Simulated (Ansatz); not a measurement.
BaF2:
```xyz
3
Lattice="0.0000 3.0689 3.0689 3.0689 0.0000 3.0689 3.0689 3.0689 0.0000" Properties=species:S:1:pos:R:3 pbc="T T T"
Ba     0.0000     0.0000     0.0000
F      1.5344     1.5344     1.5344
F      4.6033     4.6033     4.6033
```

Relaxed with PBEsol. Special points in fractions of this cell's reciprocal vectors: Γ (0.000, 0.000, 0.000); X (0.500, 0.000, 0.500); U (0.625, 0.250, 0.625); K (0.375, 0.375, 0.750); L (0.500, 0.500, 0.500); W (0.500, 0.250, 0.750).

List the band energies nearest the valence-band maximum at these points for plane-wave PAW PBEsol with spin–orbit coupling (Ansatz code).

In eV from the valence-band maximum; about four levels below and three above (degenerate sets whole), none deeper than 8.9 eV; points with the same levels are listed once.

| k | below | above |
|---|---|---|
| Γ | -0.09 -0.09 -0.09 -0.09 | 6.81 6.81 9.29 9.29 9.29 9.29 |
| X | -0.25 -0.25 -0.20 -0.20 | 7.27 7.27 9.12 9.12 |
| U | -0.28 -0.28 -0.19 -0.19 | 7.53 7.53 9.50 9.50 |
| L | -0.25 -0.25 -0.11 -0.11 | 9.22 9.22 9.30 9.30 |
| W | -0.33 -0.33 -0.27 -0.27 | 7.54 7.54 9.89 9.89 |

Space group Fm-3m (fluorite). The cell was relaxed with PBEsol under the symmetry of its start.

Potentials: the later of the program's two PAW sets.
